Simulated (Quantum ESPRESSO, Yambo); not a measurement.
**BN (Qingsongite): G0W0 in Yambo against the bands**

Aim: move the bands of a G0W0 run on BN (Qingsongite) over a wide range.

Program: Yambo 5.3.0. Level of theory: PBE and many-body steps on it, plane waves. Results are calculated unless marked as measured.

## 1. Set-up

It takes space group F-43m (No. 216, cubic). Conventional cell: a = 3.615 Å, b = 3.615 Å, c = 3.615 Å, α = 90.00°, β = 90.00°, γ = 90.00°. Nearest to B lie 4 N at 1.57 Å. Nearest to N lie 4 B at 1.57 Å. Farther neighbours and most contacts between anions are not listed.

As a file:

```
B N
1.0
     0.00000    1.80750    1.80750
     1.80750    0.00000    1.80750
     1.80750    1.80750    0.00000
B N
1 1
Cartesian
  0.0000 0.0000 0.0000
  0.9037 0.9038 0.9037
```

The cell and positions come from the Crystallography Open Database and are kept as given unless a step says otherwise.

## 2. 12 bands

This step: Yambo 5.3.0; G0W0 on PBE, plane waves, norm-conserving pseudopotentials.

G0W0 replaces the xc potential by the self-energy, built once from these orbitals. Only a window of levels is corrected, while the sums run over the empty bands that the input names.

Contents of gw1.in:

```
HF_and_locXC
gw0
dyson
ppa
em1d
rim_cut
RandQpts= 1000000
RandGvec= 1 RL
EXXRLvcs= 72 Ry
VXCRLvcs= 288 Ry
Chimod= "HARTREE"
% BndsRnXp
 1 | 12 |
%
NGsBlkXp= 15.5 Ry
% LongDrXp
 1 | 1 | 1 |
%
% GbndRnge
 1 | 12 |
%
DysSolver= "n"
ExtendOut
PPAPntXp= 27.21138 eV
% QPkrange
 1 | 1 | 3 | 6 |
 13 | 13 | 3 | 6 |
%
```

Command:

```
$ OMP_NUM_THREADS=1 mpirun -n 8 yambo -F gw1.in -J gw1 -C gw1 > gw1.log
```

Output:

```text
 Yambo, version 5.3.0

 [02] CORE Variables Setup
 =========================

  [... cell, symmetries and grids as in the set-up ...]

  [02.05] Energies & Occupations
  ==============================

  [X] === General ===
  [X] Electronic Temperature                        :  0.000000  0.000000 [eV K]
  [X] Bosonic    Temperature                        :  0.000000  0.000000 [eV K]
  [X] Finite Temperature mode                       : no
  [X] El. density                                   :  0.67737E+24 [cm-3]
  [X] Fermi Level                                   :  11.15554 [eV]

  [X] === Gaps and Widths ===
  [X] Conduction Band Min                           :  4.534824 [eV]
  [X] Valence Band Max                              :  0.000000 [eV]
  [X] Filled Bands                                  :   4
  [X] Empty Bands                                   :    5  143
  [X] Direct Gap                                    :  8.878136 [eV]
  [X] Direct Gap localized at k                     :  1
  [X] Indirect Gap                                  :  4.534824 [eV]
  [X] Indirect Gap between kpts                     :   1  13
  [X] Last valence band width                       :  6.145336 [eV]
  [X] 1st conduction band width                     :  5.828507 [eV]

 [03] Transferred momenta grid and indexing
 ==========================================

 IBZ Q-points                                      :  16
 BZ  Q-points                                      :  216

 K/Q-points units:
 rlu = crystal or reduced units; cc = cartesian coordinates; iku = interal k-units

 Q [ 1]         [rlu]:  0.000000  0.000000  0.000000
 Q [ 2]         [rlu]:  0.14683E-18  0.14683E-18  0.16667
 Q [ 3]         [rlu]: -0.21279E-17 -0.21279E-17  0.33333
 Q [ 4]         [rlu]: -0.10686E-16 -0.10686E-16 -0.50000
 Q [ 5]         [rlu]: -0.16955E-16  0.16667      0.16667
 Q [ 6]         [rlu]:  0.14683E-18  0.16667      0.33333
 Q [ 7]         [rlu]:  0.53383E-16  0.16667      0.50000
 Q [ 8]         [rlu]:  0.44825E-16  0.16667     -0.33333
 Q [ 9]         [rlu]:  0.21279E-17  0.16667     -0.16667
 Q [10]         [rlu]: -0.33909E-16  0.33333      0.33333
     [... 4 further rows ...]
 Q [15]         [rlu]:  0.166667  0.333333 -0.333333
 Q [16]         [rlu]:  0.166667 -0.500000 -0.333333

 [04] Coloumb potential Random Integration (RIM)
 ===============================================

  [04.01] RIM initialization
  ==========================

  * Diagonal components only detected *

  8 x (sBL volume)        :  0.115269 [a.u.]
  sBZ random points       :  1000000
  Points outside the sBZ  :   7996195
  RL volume               :  3.112276 [a.u.]
  Integrated volume       :  3.113757 [a.u.]

  [04.02] RIM integrals
  =====================

  Gamma point sphere radius             :  0.088279 [a.u.]
  Points outside the sphere             :   799659
  [Int_sBZ(q=0) 1/q^2]*(Vol_sBZ)^(-1/3) =:  7.764404
                                 should be <:  7.795600

  Summary of Coulomb integrals for non-metallic bands |Q|[au] RIM/Bare

  Q [1] 0.100000E-4 0.995998 * Q [2] 0.265511 1.064860
  Q [5] 0.306585 1.063764 * Q [9] 0.433577 1.026684
  Q [6] 0.508414 1.019317 * Q [3] 0.531021 1.016823
  Q [10] 0.613171 1.013626 * Q [8] 0.668187 1.011243
  Q [14] 0.685546 1.010640 * Q [7] 0.750978 1.008721
  Q [4] 0.796532 1.007966 * Q [11] 0.796532 1.007972
  Q [12] 0.867154 1.006889 * Q [15] 0.906892 1.006422
  Q [13] 0.919756 1.006154 * Q [16] 0.969508 1.005566

 [WARNING] [Xp] User bands 1-12 break level degeneracy

 [05] Dipoles
 ============

  [05.01] Setup: observables and procedures
  =========================================

 [06] Dynamic Dielectric Matrix (PPA)
 ====================================

 [SLK-Inversion]  Pools        :  2
 [SLK-Inversion]  BLACS grid   :  2  2

 [WR./gw1//ndb.pp]---------------------------------------------------------------
  Brillouin Zone Q/K grids (IBZ/BZ)                :   16  216   16  216
  RL vectors                                       :  1211 [WF]
  Coulomb cutoff potential                         : none
  Electronic Temperature                           :  0.000000 [K]
  Bosonic    Temperature                           :  0.000000 [K]
  PPA    diel. fun.  energies                      : Perdew, Burke & Ernzerhof(X)+Perdew, Burke & Ernzerhof(C)
  wavefunctions                                    : Perdew, Burke & Ernzerhof(X)+Perdew, Burke & Ernzerhof(C)
  Global Gauge                                     : length
  X matrix size                                    :   89
  X band range                                     :   1  12
  X e/h energy range                               : -1.000000 -1.000000 [eV]
  X Time ordering                                  : R
  X Hxc Kernel                                     : HARTREE
  X Drude frequency                                :  0.000000  0.000000
  X poles                                          :  100.0000 [o/o]
  RL vectors in the sum                            :  1211
  [r,Vnl] included                                 : yes
  Field direction                                  :  0.577350E-5  0.577350E-5  0.577350E-5
  BZ energy Double Grid                            : no
  BZ energy DbGd points                            : 0
  BZ Q point size factor                           : -1.000000
  X Optical Averaged directions                    : none

 [07] Local Exchange-Correlation + Non-Local Fock
 ================================================

 [VXC] Plane waves :   6615
 [EXS] Plane waves :   893

 QP @ state[ 1 ] K range:  1  1
 QP @ state[ 1 ] b range:   3   6
 QP @ state[ 2 ] K range:  13  13
 QP @ state[ 2 ] b range:   3   6

 [xc] Functional : Perdew, Burke & Ernzerhof(X)+Perdew, Burke & Ernzerhof(C)
 [xc] LIBXC used to calculate xc functional
  PP Number of Atomic Species                      :  2
  NLCC RL compoments                               :   6615
  PP Number of Atomic Species                      :  2
  NLCC RL compoments                               :   6615

 [xc] E_xc :  -3.729117 [Ha]
      E_xc :  -7.458233 [Ry]

  Local XC kind (lXC) : Perdew, Burke & Ernzerhof(X)+Perdew, Burke & Ernzerhof(C)
  Non-Local XC kind (nlXC) : Hartree-Fock

  Corrections @ K [1] :  [eV]
 <3|nlXC|3> = -21.98563 -0.26061E-18 <3|lXC|3> = -18.52042  0.37763E-15
 <4|nlXC|4> = -21.98564 -0.98600E-17 <4|lXC|4> = -18.52042 -0.94408E-16
 <5|nlXC|5> = -7.169082 -0.60853E-18 <5|lXC|5> = -13.77758  0.000000
 <6|nlXC|6> = -7.169091  0.22938E-17 <6|lXC|6> = -13.77758  0.000000

  Corrections @ K [13] :  [eV]
 <3|nlXC|3> = -21.57257  0.23397E-16 <3|lXC|3> = -16.49644  0.47204E-16
 <4|nlXC|4> = -21.57256  0.11840E-16 <4|lXC|4> = -16.49644  0.47204E-15
 <5|nlXC|5> = -7.409267 -0.24241E-17 <5|lXC|5> = -12.56849  0.23602E-16
 <6|nlXC|6> = -6.795333  0.35451E-17 <6|lXC|6> = -12.69502 -0.59005E-17

 [08] Dyson equation: Newton solver
 ==================================

  [08.01] G0W0 (W PPA)
  ====================

  [  GW  ] Bands range     :   1  12
  [GW/PPA] G damping       :  0.100000 [eV]

  QP @ state[ 1 ] K range:  1  1
  QP @ state[ 1 ] b range:   3   6
  QP @ state[ 2 ] K range:  13  13
  QP @ state[ 2 ] b range:   3   6

   Sc/G bands                                       :   1  12
   Sc/G damping                                     :  0.100000 ev
   Sc bands terminator                              : no
   Sx RL components                                 :   893

   QP @ state[ 1 ] K range                          :  1  1
   QP @ state[ 1 ] b range                          :   3   6
   QP @ state[ 2 ] K range                          :  13  13
   QP @ state[ 2 ] b range                          :   3   6
   GF energies kind                                 : Perdew, Burke & Ernzerhof(X)+Perdew, Burke & Ernzerhof(C)
   GF WF`s kind                                     : Perdew, Burke & Ernzerhof(X)+Perdew, Burke & Ernzerhof(C)
   Xs energies kind                                 : Perdew, Burke & Ernzerhof(X)+Perdew, Burke & Ernzerhof(C)
   Xs WF`s kind                                     : Perdew, Burke & Ernzerhof(X)+Perdew, Burke & Ernzerhof(C)

 [11] Game Over & Game summary
```

Run time: 6.4 s. Hardware: 8 MPI ranks of Arm Neoverse V1, shared host; peak memory 2.2 GiB.

Numbers from this step:

```yaml
g0w0_gap_on_the_points_computed: 5.940 eV
starting_gap_on_the_mesh: 4.535 eV
k_of_the_valence_top: 0, 0, 0
k_of_the_conduction_bottom: 0, -0.5, -0.5
least_direct_g0w0_gap_on_the_computed_points: 11.09 eV
z_at_the_valence_top: 0.8342
z_at_the_conduction_bottom: 0.8612
```

The gap on the mesh goes from 4.53 eV to 5.94 eV, a correction of +1.41 eV.

## 3. 21 bands

gw2.in, as its differences from gw1.in of step 2:

```diff
@@ -12,3 +12,3 @@
 % BndsRnXp
- 1 | 12 |
+ 1 | 21 |
 %
@@ -19,3 +19,3 @@
 % GbndRnge
- 1 | 12 |
+ 1 | 21 |
 %
```

Command:

```
$ OMP_NUM_THREADS=1 mpirun -n 8 yambo -F gw2.in -J gw2 -C gw2 > gw2.log
```

Output:

```text
 Yambo, version 5.3.0

 [02] CORE Variables Setup
 =========================

  [... cell, symmetries and grids as in the set-up ...]

  [02.05] Energies & Occupations
  ==============================

  [X] === General ===
  [X] Electronic Temperature                        :  0.000000  0.000000 [eV K]
  [X] Bosonic    Temperature                        :  0.000000  0.000000 [eV K]
  [X] Finite Temperature mode                       : no
  [X] El. density                                   :  0.67737E+24 [cm-3]
  [X] Fermi Level                                   :  11.15554 [eV]

  [X] === Gaps and Widths ===
  [X] Conduction Band Min                           :  4.534824 [eV]
  [X] Valence Band Max                              :  0.000000 [eV]
  [X] Filled Bands                                  :   4
  [X] Empty Bands                                   :    5  143
  [X] Direct Gap                                    :  8.878136 [eV]
  [X] Direct Gap localized at k                     :  1
  [X] Indirect Gap                                  :  4.534824 [eV]
  [X] Indirect Gap between kpts                     :   1  13
  [X] Last valence band width                       :  6.145336 [eV]
  [X] 1st conduction band width                     :  5.828507 [eV]

 [03] Transferred momenta grid and indexing
 ==========================================

 IBZ Q-points                                      :  16
 BZ  Q-points                                      :  216

 K/Q-points units:
 rlu = crystal or reduced units; cc = cartesian coordinates; iku = interal k-units

 Q [ 1]         [rlu]:  0.000000  0.000000  0.000000
 Q [ 2]         [rlu]:  0.14683E-18  0.14683E-18  0.16667
 Q [ 3]         [rlu]: -0.21279E-17 -0.21279E-17  0.33333
[...]
NLCC RL compoments                               :   6615
  PP Number of Atomic Species                      :  2
  NLCC RL compoments                               :   6615

 [xc] E_xc :  -3.729117 [Ha]
      E_xc :  -7.458233 [Ry]

  Local XC kind (lXC) : Perdew, Burke & Ernzerhof(X)+Perdew, Burke & Ernzerhof(C)
  Non-Local XC kind (nlXC) : Hartree-Fock

  Corrections @ K [1] :  [eV]
 <3|nlXC|3> = -21.98563 -0.26061E-18 <3|lXC|3> = -18.52042  0.37763E-15
 <4|nlXC|4> = -21.98564 -0.98600E-17 <4|lXC|4> = -18.52042 -0.94408E-16
 <5|nlXC|5> = -7.169082 -0.60853E-18 <5|lXC|5> = -13.77758  0.000000
[...]
Corrections @ K [13] :  [eV]
[...]
<5|nlXC|5> = -7.409267 -0.24241E-17 <5|lXC|5> = -12.56849  0.23602E-16
 <6|nlXC|6> = -6.795333  0.35451E-17 <6|lXC|6> = -12.69502 -0.59005E-17

 [08] Dyson equation: Newton solver
 ==================================

  [08.01] G0W0 (W PPA)
  ====================

  [  GW  ] Bands range     :   1  21
  [GW/PPA] G damping       :  0.100000 [eV]

  QP @ state[ 1 ] K range:  1  1
  QP @ state[ 1 ] b range:   3   6
  QP @ state[ 2 ] K range:  13  13
  QP @ state[ 2 ] b range:   3   6

   Sc/G bands                                       :   1  21
   Sc/G damping                                     :  0.100000 ev
   Sc bands terminator                              : no
   Sx RL components                                 :   893

   QP @ state[ 1 ] K range                          :  1  1
   QP @ state[ 1 ] b range                          :   3   6
   QP @ state[ 2 ] K range                          :  13  13
   QP @ state[ 2 ] b range                          :   3   6
   GF energies kind                                 : Perdew, Burke & Ernzerhof(X)+Perdew, Burke & Ernzerhof(C)
   GF WF`s kind                                     : Perdew, Burke & Ernzerhof(X)+Perdew, Burke & Ernzerhof(C)
   Xs energies kind                                 : Perdew, Burke & Ernzerhof(X)+Perdew, Burke & Ernzerhof(C)
   Xs WF`s kind                                     : Perdew, Burke & Ernzerhof(X)+Perdew, Burke & Ernzerhof(C)

 [11] Game Over & Game summary
```

It took 7.7 s on 8 MPI ranks; peak memory 2 GiB; 51 s of CPU time.

Numbers from this step:

```
G0W0 gap on the points computed              : 5.870 eV
starting gap on the mesh                     : 4.535 eV
k of the valence top                         : 0, 0, 0
k of the conduction bottom                   : 0, -0.5, -0.5
least direct G0W0 gap on the computed points : 10.92 eV
Z at the valence top                         : 0.8312
Z at the conduction bottom                   : 0.8570
```

Against the run before, the gap moves by −0.070 eV.

## 4. 39 bands

gw3.in, as its differences from gw2.in of step 3:

```diff
@@ -12,3 +12,3 @@
 % BndsRnXp
- 1 | 21 |
+ 1 | 39 |
 %
@@ -19,3 +19,3 @@
 % GbndRnge
- 1 | 21 |
+ 1 | 39 |
 %
```

Command:

```
$ OMP_NUM_THREADS=1 mpirun -n 8 yambo -F gw3.in -J gw3 -C gw3 > gw3.log
```

Output:

```text
 Yambo, version 5.3.0

 [02] CORE Variables Setup
 =========================

  [... cell, symmetries and grids as in the set-up ...]

  [02.05] Energies & Occupations
  ==============================

  [X] === General ===
  [X] Electronic Temperature                        :  0.000000  0.000000 [eV K]
  [X] Bosonic    Temperature                        :  0.000000  0.000000 [eV K]
  [X] Finite Temperature mode                       : no
  [X] El. density                                   :  0.67737E+24 [cm-3]
[...]
QP @ state[ 1 ] b range                          :   3   6
   QP @ state[ 2 ] K range                          :  13  13
   QP @ state[ 2 ] b range                          :   3   6
   GF energies kind                                 : Perdew, Burke & Ernzerhof(X)+Perdew, Burke & Ernzerhof(C)
   GF WF`s kind                                     : Perdew, Burke & Ernzerhof(X)+Perdew, Burke & Ernzerhof(C)
   Xs energies kind                                 : Perdew, Burke & Ernzerhof(X)+Perdew, Burke & Ernzerhof(C)
   Xs WF`s kind                                     : Perdew, Burke & Ernzerhof(X)+Perdew, Burke & Ernzerhof(C)

 [11] Game Over & Game summary
```

It took 11 s on 8 MPI ranks; peak memory 2.1 GiB.

This step gave:

```
G0W0 gap on the points computed              : 5.915 eV
starting gap on the mesh                     : 4.535 eV
k of the valence top                         : 0, 0, 0
k of the conduction bottom                   : 0, -0.5, -0.5
least direct G0W0 gap on the computed points : 10.87 eV
```

Against the run before, the gap moves by +0.045 eV.

(Continued in part 2 of 2.)

[Paths, hosts, dates, memory and timing lines, banners, echoed tables and standing remarks are left out of the program output.]

[Logs are printed without paths, hosts, clocks, repeated set-up lines and the standing remarks that a program may print on its own settings, such as how far it seeks lower states.]

[Runs of the session that timed out or met a known fault of the program may be left out.]

[Hosts, paths, dates, database ids (printed as entryN), source tags and the programs' standing remarks are cut or masked in the printed files.]
